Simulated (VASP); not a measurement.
# GaSb (Immm) in VASP: a series of runs

Runs on GaSb. Level: PBE. Tasks: single point.

Everything below comes from runs of VASP 6.6.1. Logs are shortened: lines on timing, memory, paths and dates and some standing lists are left out, and cuts for length are marked.

## Step 1: The structure

Symmetry: Immm, No. 71, orthorhombic system. Conventional cell: a = 3.112 Å, b = 5.350 Å, c = 5.787 Å, α = 90.00°, β = 90.00°, γ = 90.00°. Sb (site symmetry mmm) has 6 Ga at 2.89 to 3.09 Å and 2 Sb at 3.11 Å as nearest neighbours. Around Ga (site symmetry mmm) lie 6 Sb at 2.89 to 3.09 Å and 2 Ga at 3.11 Å.

Measurements of this composition are mostly on another form, of space group No. 216.

## Step 2: Single point, PBE, spin-orbit coupling, no magnetisation

Input file INCAR:

```
SYSTEM = GaSb
PREC     = Accurate       ! precision mode
ENCUT    = 350            ! plane-wave cutoff, eV
EDIFF    = 1E-7           ! SCF threshold, eV
ISMEAR   = 0              ! smearing method
SIGMA    = 0.02           ! smearing width, eV
LREAL    = .False.        ! projectors in reciprocal space
LASPH    = .False.        ! aspherical terms in the spheres
NELM     = 100            ! most SCF steps
ALGO     = Normal         ! electronic algorithm
ISIF     = 2              ! what is computed and relaxed
LWAVE    = .False.        ! write WAVECAR
LCHARG   = .False.        ! write CHGCAR
LNONCOLLINEAR= .True.         ! non-collinear magnetism
MAGMOM   = 0 0 0 0 0 0    ! initial moments
LORBIT   = 11             ! projections on sites
LSORBIT  = .True.         ! spin-orbit coupling
GGA_COMPAT= .False.      
GGA      = PE             ! functional
NBANDS   = 34             ! bands
```

Input file KPOINTS:

```
Automatic mesh
0
Gamma
  7 7 7
  0 0 0
```

Input file POSCAR:

```
GaSb
1.0
   -1.5559010000      2.6750030000      2.8933130000
    1.5559010000     -2.6750030000      2.8933130000
    1.5559010000      2.6750030000     -2.8933130000
Sb Ga
1 1
Direct
    0.5000000000      0.5000000000      0.0000000000
    0.0000000000      0.0000000000      0.0000000000
```

Potentials or basis: VASP PAW PBE potentials, release 64 (Sb, Ga_d).

Command:

```bash
$ cat potpaw_PBE.64/Sb/POTCAR potpaw_PBE.64/Ga_d/POTCAR > POTCAR
$ mpirun -np 1 vasp_ncl > vasp.out
```

OUTCAR:

```text
SYSTEM = GaSb
   PREC = Accurate
   ENCUT = 350
   EDIFF = 1E-7
   ISMEAR = 0
   LREAL = .False.
   LASPH = .False.
   NELM = 100
   ISIF = 2
   LNONCOLLINEAR = .True.
   LORBIT = 11
   LSORBIT = .True.
   GGA = PE

 Found     64 irreducible k-points:

 Following reciprocal coordinates:
            Coordinates               Weight
  0.000000  0.000000  0.000000      1.000000
  0.142857  0.000000  0.000000      4.000000
  0.285714  0.000000 -0.000000      4.000000
  0.428571  0.000000 -0.000000      4.000000
  0.000000  0.142857 -0.000000      4.000000
  0.142857  0.142857 -0.000000      8.000000
   k-points           NKPTS =     64   k-points in BZ     NKDIM =     64   number of bands    NBANDS=     34
   number of dos      NEDOS =    301   number of ions     NIONS =      2
   total plane-waves  NPLWV =  21952
   dimension x,y,z NGX =    28 NGY =   28 NGZ =   28
   dimension x,y,z NGXF=    56 NGYF=   56 NGZF=   56
   ions per type =               1   1
   NGX,Y,Z   is equivalent  to a cutoff of  10.99, 10.99, 10.99 a.u.
   NGXF,Y,Z  is equivalent  to a cutoff of  21.98, 21.98, 21.98 a.u.
 SYSTEM =  GaSb
   PREC   = accura    normal or accurate (medium, high low for compatibility)
   ISTART =      0    job   : 0-new  1-cont  2-samecut
   ICHARG =      2    charge: 1-file 2-atom 10-const
   ISPIN  =      1    spin polarized calculation?
   LNONCOLLINEAR =      T non collinear calculations
   LSORBIT =      T    spin-orbit coupling
   LASPH  =      F    aspherical Exc in radial PAW
   ENCUT  =  350.0 eV  25.72 Ry    5.07 a.u.   6.46  6.46  6.46*2*pi/ulx,y,z
   NELM   =    100;   NELMIN=  2; NELMDL= -5     # of ELM steps
   EDIFF  = 0.1E-06   stopping-criterion for ELM
   LREAL  =      F    real-space projection
   EDIFFG = 0.1E-05   stopping-criterion for IOM
   NSW    =      0    number of steps for IOM
   IBRION =     -1    ionic relax: 0-MD 1-quasi-New 2-CG
   NFREE  =      0    steps in history (QN), initial steepest desc. (CG)
   ISIF   =      2    stress and relaxation
   ISYM   =      2    0-nonsym 1-usesym 2-fastsym
   POTIM  = 0.5000    time-step for ionic-motion
   TEBEG  =    0.0;   TEEND  =   0.0 temperature during run
   PSTRESS=    0.0 pullay stress
   NELECT =      18.0000    total number of electrons
   NUPDOWN=      -1.0000    fix difference up-down
   EMIN   =  10.00;   EMAX   =-10.00  energy-range for DOS
   EFERMI =   0.00;   METHOD = LEGACY
   ISMEAR =     0;   SIGMA  =   0.02  broadening in eV -4-tet -1-fermi 0-gaus
   EFERMI_NEDOS =   21; number of points for ismear=-14 and -15
   IALGO  =     38    algorithm
   IMIX   =      4    mixing-type and parameters
     AMIX     =   0.40;   BMIX     =  1.00
     AMIX_MAG =   1.60;   BMIX_MAG =  1.00
  volume/ion in A,a.u.               =      24.08       162.53
  Fermi-wavevector in a.u.,A,eV,Ry     =   1.179176  2.228319 18.918287  1.390455
  Thomas-Fermi vector in A             =   2.315491
   LORBIT       =     11    0 simple, 1 ext, 2 COOP (PROOUT), +10 PAW based schemes
   GGA     = PE    functional components
   LHFCALC =     F    Hartree Fock is set to
   AEXX    =    0.0000 exact exchange contribution
   IVDW    =     0    specifies the selected vdW correction
   LEPSILON=     F    determine dielectric tensor
   LRPA    =     F    only Hartree local field effects (RPA)
 Gauss-broadening in eV      SIGMA  =   0.02
  energy-cutoff  :      350.00
  volume of cell :       48.17
 maximum number of plane-waves:      1458
 NGX is ok and might be reduce to    28
   NGX = 13   NGY = 13   NGZ = 13

 number of electron      18.0000000 magnetization       0.0000000      0.0000000      0.0000000

 number of electron      17.9999986 magnetization       0.0000000      0.0000000     -0.0000000

 number of electron      17.9999986 magnetization      -0.0000000     -0.0000000      0.0000000

 Free energy of the ion-electron system (eV)
  ---------------------------------------------------
  ext. energy  EPLUGINS =         0.00000000
  ---------------------------------------------------
  free energy    TOTEN  =        -7.10516665 eV

  energy without entropy =       -7.10491794  energy(sigma->0) =       -7.10504230

 E-fermi :   6.4928     XC(G=0): -10.2481

 val. band max:        6.4766592966   @ k =   0.4286  -0.2857   0.1429
 cond. band min:       6.5018923786   @ k =   0.0000   0.4286  -0.0000
 fundamental gap:      0.0252330819
 Fermi energy:         6.4927614846

 k-point     1 :       0.0000    0.0000    0.0000
  band No.  band energies     occupation
      1      -8.5879      1.00000
      2      -8.5879      1.00000
      3      -8.5494      1.00000
      4      -8.5494      1.00000
      5      -8.1384      1.00000
      6      -8.1384      1.00000
[... 22 lines left out ...]
     29      15.6733      0.00000
     30      15.6733      0.00000

 k-point     2 :       0.1429    0.0000    0.0000
  band No.  band energies     occupation
      1      -8.5873      1.00000
      2      -8.5873      1.00000
      3      -8.5499      1.00000
      4      -8.5499      1.00000
      5      -8.1378      1.00000
      6      -8.1378      1.00000
[... 22 lines left out ...]
     29      16.2562      0.00000
     30      16.2562      0.00000

 k-point     3 :       0.2857    0.0000   -0.0000
  band No.  band energies     occupation
      1      -8.5861      1.00000
      2      -8.5861      1.00000
      3      -8.5511      1.00000
      4      -8.5511      1.00000
      5      -8.1366      1.00000
      6      -8.1366      1.00000
[... 22 lines left out ...]
     29      15.7707      0.00000
     30      15.7707      0.00000

 k-point     4 :       0.4286    0.0000   -0.0000
  band No.  band energies     occupation
      1      -8.5853      1.00000
      2      -8.5853      1.00000
      3      -8.5521      1.00000
      4      -8.5521      1.00000
      5      -8.1357      1.00000
      6      -8.1357      1.00000
[... 22 lines left out ...]
     29      16.2648      0.00000
     30      16.2648      0.00000

 k-point     5 :       0.0000    0.1429   -0.0000
  band No.  band energies     occupation
      1      -8.5801      1.00000
      2      -8.5801      1.00000
      3      -8.5497      1.00000
      4      -8.5497      1.00000
      5      -8.1318      1.00000
      6      -8.1318      1.00000
[... 22 lines left out ...]
     29      15.0877      0.00000
     30      15.0877      0.00000

 k-point     6 :       0.1429    0.1429   -0.0000
  band No.  band energies     occupation
      1      -8.5795      1.00000
      2      -8.5795      1.00000
      3      -8.5506      1.00000
      4      -8.5506      1.00000
      5      -8.1312      1.00000
      6      -8.1312      1.00000
[... 22 lines left out ...]
     29      16.2200      0.00000
     30      16.2200      0.00000

 [... further k-points ...]

 [bands above 30 left out]

------------------------ aborting loop because EDIFF is reached ----------------------------------------

  FORCE on cell =-STRESS in cart. coord.  units (eV):
  Direction    XX          YY          ZZ          XY          YZ          ZX
  --------------------------------------------------------------------------------------
  -------------------------------------------------------------------------------------
  Total        0.0682782     -0.0655255     -0.2107704      0.0000000      0.0000000      0.0000000
  in kB        2.2710726     -2.1795135     -7.0106544      0.0000000      0.0000000      0.0000000
  external PRESSURE =      -2.3063651 kB  Pullay stress =       0.0000000 kB

 VOLUME and BASIS-vectors are now :
 -----------------------------------------------------------------------------
  energy-cutoff  :      350.00
  volume of cell :       48.17
      direct lattice vectors                 reciprocal lattice vectors
    -1.555901000  2.675003000  2.893313000     0.000000000  0.186915678  0.172812274
     1.555901000 -2.675003000  2.893313000     0.321357207  0.000000000  0.172812274
     1.555901000  2.675003000 -2.893313000     0.321357207  0.186915678  0.000000000

 POSITION                                       TOTAL-FORCE (eV/Angst)
 -----------------------------------------------------------------------------------
      0.00000      0.00000      2.89331        -0.000000      0.000000      0.000000
      0.00000      0.00000      0.00000         0.000000     -0.000000     -0.000000
 -----------------------------------------------------------------------------------
    total drift:                               -0.000000     -0.000000     -0.000000

  FREE ENERGIE OF THE ION-ELECTRON SYSTEM (eV)
  ---------------------------------------------------
  free  energy   TOTEN  =        -7.1051666502 eV

  energy  without entropy=       -7.1049179423  energy(sigma->0) =       -7.10504230

 Spin-Orbit-Coupling matrix elements

 Ion:    1  E_soc:     -0.1385896
 l=   1
     0.0000000    -0.0252320    -0.0216899
    -0.0252320     0.0000000    -0.0219628
    -0.0216899    -0.0219628     0.0000000
 l=   2
     0.0000000    -0.0000178     0.0000000    -0.0000137    -0.0001553
    -0.0000178     0.0000000    -0.0000796    -0.0000137    -0.0000209
     0.0000000    -0.0000796     0.0000000    -0.0000818     0.0000000
    -0.0000137    -0.0000137    -0.0000818     0.0000000    -0.0000273
    -0.0001553    -0.0000209     0.0000000    -0.0000273     0.0000000
 l=   3
     0.0000000     0.0000000     0.0000000     0.0000000     0.0000000     0.0000000     0.0000000
     0.0000000     0.0000000     0.0000000     0.0000000     0.0000000     0.0000000     0.0000000
     0.0000000     0.0000000     0.0000000     0.0000000     0.0000000     0.0000000     0.0000000
     0.0000000     0.0000000     0.0000000     0.0000000     0.0000000     0.0000000     0.0000000
     0.0000000     0.0000000     0.0000000     0.0000000     0.0000000     0.0000000     0.0000000
     0.0000000     0.0000000     0.0000000     0.0000000     0.0000000     0.0000000     0.0000000
     0.0000000     0.0000000     0.0000000     0.0000000     0.0000000     0.0000000     0.0000000

 Ion:    2  E_soc:     -0.0111988
 l=   1
     0.0000000    -0.0011212    -0.0009789
    -0.0011212     0.0000000    -0.0011075
    -0.0009789    -0.0011075     0.0000000
 l=   2
     0.0000000    -0.0001585     0.0000000    -0.0001586    -0.0006591
    -0.0001585     0.0000000    -0.0004502    -0.0001687    -0.0001598
     0.0000000    -0.0004502     0.0000000    -0.0004696     0.0000000
    -0.0001586    -0.0001687    -0.0004696     0.0000000    -0.0001672
    -0.0006591    -0.0001598     0.0000000    -0.0001672     0.0000000
 l=   3
     0.0000000     0.0000000     0.0000000     0.0000000     0.0000000     0.0000000     0.0000000
     0.0000000     0.0000000     0.0000000     0.0000000     0.0000000     0.0000000     0.0000000
     0.0000000     0.0000000     0.0000000     0.0000000     0.0000000     0.0000000     0.0000000
     0.0000000     0.0000000     0.0000000     0.0000000     0.0000000     0.0000000     0.0000000
     0.0000000     0.0000000     0.0000000     0.0000000     0.0000000     0.0000000     0.0000000
     0.0000000     0.0000000     0.0000000     0.0000000     0.0000000     0.0000000     0.0000000
     0.0000000     0.0000000     0.0000000     0.0000000     0.0000000     0.0000000     0.0000000

 total charge

# of ion       s       p       d       tot
------------------------------------------
    1        1.199   1.160   0.036   2.394
    2        1.016   0.516   9.952  11.484
--------------------------------------------------
tot          2.215   1.676   9.987  13.878

 magnetization (x)

# of ion       s       p       d       tot
------------------------------------------
    1        0.000  -0.000   0.000  -0.000
    2        0.000   0.000  -0.000   0.000
--------------------------------------------------
tot          0.000  -0.000  -0.000  -0.000

 magnetization (y)

# of ion       s       p       d       tot
------------------------------------------
    1        0.000   0.000   0.000   0.000
    2       -0.000   0.000   0.000  -0.000
--------------------------------------------------
tot         -0.000   0.000   0.000   0.000

 magnetization (z)

# of ion       s       p       d       tot
------------------------------------------
    1        0.000   0.000  -0.000  -0.000
    2       -0.000   0.000   0.000  -0.000
--------------------------------------------------
tot         -0.000   0.000  -0.000  -0.000
```

Run time: 3.6 min. Hardware: 1 thread of Intel Xeon Platinum 8375C at 2.90GHz (Ice Lake), shared host; peak memory 0.29 GiB.

These settings aren't checked as converged: the numbers below hold their error.

What came out:

- Free energy: -7.1052 eV
- Pressure: -0.2 GPa
- Valence electrons inside the program's atomic spheres: Sb 2.39; Ga 11.48

Caveat: the cutoff is under 1.25 times the usual one of these potentials, so pressure, stress and relaxed cells hold a basis-set (Pulay) error.

## Step 3: Single point, PBE, spin-orbit coupling, no magnetisation

Edit INCAR of step 2 so:

```diff
@@ -2,3 +2,3 @@
 PREC     = Accurate       ! precision mode
-ENCUT    = 350            ! plane-wave cutoff, eV
+ENCUT    = 500            ! plane-wave cutoff, eV
 EDIFF    = 1E-7           ! SCF threshold, eV
@@ -7,3 +7,3 @@
 LREAL    = .False.        ! projectors in reciprocal space
-LASPH    = .False.        ! aspherical terms in the spheres
+LASPH    = .True.         ! aspherical terms in the spheres
 NELM     = 100            ! most SCF steps
```

Input file KPOINTS:

```
Automatic mesh
0
Gamma
  6 6 6
  0 0 0
```

POSCAR is that of step 2.

Potentials or basis: VASP PAW PBE potentials, release 64 (Sb, Ga_d).

Command:

```bash
$ cat potpaw_PBE.64/Sb/POTCAR potpaw_PBE.64/Ga_d/POTCAR > POTCAR
$ mpirun -np 1 vasp_ncl > vasp.out
```

Wall time 3.8 min (1 thread of Intel Xeon Platinum 8375C at 2.90GHz (Ice Lake), shared host); peak memory 0.37 GiB.

These settings aren't checked as converged: the numbers below hold their error.

Results:

| Quantity | Value |
| --- | --- |
| Free energy | -7.0643 eV |
| Pressure | 0.2 GPa |
| Valence electrons inside the program's atomic spheres | Sb 2.39; Ga 11.49 |

Caveat: the k mesh is coarse (spacing up to 0.39 Å⁻¹), so the values aren't converged.

## Step 4: Single point, PBE, spin-orbit coupling, no magnetisation

Edit INCAR of step 3 so:

```diff
@@ -2,3 +2,3 @@
 PREC     = Accurate       ! precision mode
-ENCUT    = 500            ! plane-wave cutoff, eV
+ENCUT    = 250            ! plane-wave cutoff, eV
 EDIFF    = 1E-7           ! SCF threshold, eV
```

Input file KPOINTS:

```
Automatic mesh
0
Gamma
  9 9 9
  0 0 0
```

POSCAR is that of step 3.

Command:

```bash
$ cat potpaw_PBE.64/Sb/POTCAR potpaw_PBE.64/Ga_d/POTCAR > POTCAR
$ mpirun -np 1 vasp_ncl > vasp.out
```

It took 3.9 min on 1 thread of Intel Xeon Platinum 8375C at 2.90GHz (Ice Lake), shared host; peak memory 0.26 GiB.

The run converged, but a check on its numbers failed (symmetry, net force, bounds or a known fault of this set-up), so they aren't taken as properties of the crystal.

Caveat: the cutoff lies under the usual one of these potentials, so the numbers hold a large basis-set error.

## Step 5: Single point, PBE, spin-orbit coupling, no magnetisation

Edit INCAR of step 4 so:

```diff
@@ -2,3 +2,3 @@
 PREC     = Accurate       ! precision mode
-ENCUT    = 250            ! plane-wave cutoff, eV
+ENCUT    = 300            ! plane-wave cutoff, eV
 EDIFF    = 1E-7           ! SCF threshold, eV
```

KPOINTS is that of step 4.

POSCAR is that of step 4.

Command:

```bash
$ cat potpaw_PBE.64/Sb/POTCAR potpaw_PBE.64/Ga_d/POTCAR > POTCAR
$ mpirun -np 1 vasp_ncl > vasp.out
```

Wall time 2.2 min (1 thread of Intel Xeon Platinum 8375C at 2.90GHz (Ice Lake), shared host); peak memory 0.28 GiB.

These settings aren't checked as converged: the numbers below hold their error.

What came out:

```
Free energy                                           : -7.0384 eV
Valence electrons inside the program's atomic spheres : Sb 2.39; Ga 11.49
```

Caveat: the cutoff is under 1.25 times the usual one of these potentials, so pressure, stress and relaxed cells hold a basis-set (Pulay) error.
